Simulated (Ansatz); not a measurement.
NaHF2: relaxation of cell and atoms with r2SCAN+rVV10

The system is NaHF2.

```xyz
4
Lattice="1.7370 1.0029 4.5833 -1.7370 1.0029 4.5833 0.0000 -2.0057 4.5833" Properties=species:S:1:pos:R:3 pbc="T T T"
Na    0.0000    0.0000    0.0000
F     0.0000    0.0000    8.0080
F     0.0000    0.0000    5.7420
H     0.0000    0.0000    6.8750
```

```
Program             : Ansatz 0.2.0
Task                : relaxation of cell and atoms
Functional          : r2SCAN
Dispersion          : rVV10
Potentials or basis : Ansatz PAW
Cutoff              : 500 eV (not typed: the program's choice for these potentials)
k mesh              : 9 × 9 × 9
Occupations         : fermi-dirac, width 0.05 eV
Spin                : no spin polarisation
```

| Quantity | Value |
| --- | --- |
| Relaxed volume | 11.41 Å³/atom |
| Relaxed cell | a = 4.972 Å, b = 4.972 Å, c = 4.972 Å, α = 39.93°, β = 39.93°, γ = 39.93° |
| Space group after relaxing (to 0.05 Å) | R-3m (No. 166) |
| Energy gained by relaxing | 3.2 meV/atom |
| Ionic steps | 7 |
| Pressure after relaxing | 0.0 GPa |
| Band gap on the k mesh | 7.78 eV, indirect (least direct gap 7.87 eV) |

Forces in eV/Å, atoms in the order of the input:
```
Na   0.000  0.000  0.000
F    0.000  0.000 -0.003
F    0.000  0.000  0.003
H    0.000  0.000  0.000
```

The path:
```
step  energy change (eV)  largest force (eV/Å)  volume (Å³)
   1              0.0000                0.1669        47.90
   2             -0.0075                0.0893        47.16
   3             -0.0144                0.0340        45.52
   4             -0.0145                0.0079        45.65
   5             -0.0128                0.0070        45.65
   6             -0.0128                0.0027        45.62
   7             -0.0128                0.0026        45.62
```

Final structure:
```
Na F H
1.0
     1.69766    0.98015    4.56948
    -1.69766    0.98015    4.56948
     0.00000   -1.96029    4.56948
Na F H
1 2 1
Cartesian
  0.0000 0.0000 0.0000
  0.0000 0.0000 7.9888
  0.0000 0.0000 5.7197
  0.0000 0.0000 6.8542
```

Levels at points of the mesh, in eV from the valence-band top:
| k point | band 10 | band 11 | band 12 | band 13 | band 14 | band 15 |
| --- | --- | --- | --- | --- | --- | --- |
| (0.00, 0.00, 0.00) | -0.24 | -0.24 | -0.09 | 7.78 | 14.33 | 15.50 |

Wall time 40 s on 2 threads of AMD EPYC 7R43 64-Core Processor (Zen 3) (shared host), peak memory 0.64 GiB.

Caveat: odd divisions of the mesh miss points on the zone boundary, where band edges often lie, so the gap on the mesh can be too wide; the plane-wave basis is chosen anew once the cell has moved, so the energies of steps on either side of that aren't comparable; the PAW data sets come from PBE, with cores solved anew for the run's functional, which leaves a small shift of forces and pressure. A k mesh can miss the band edges.
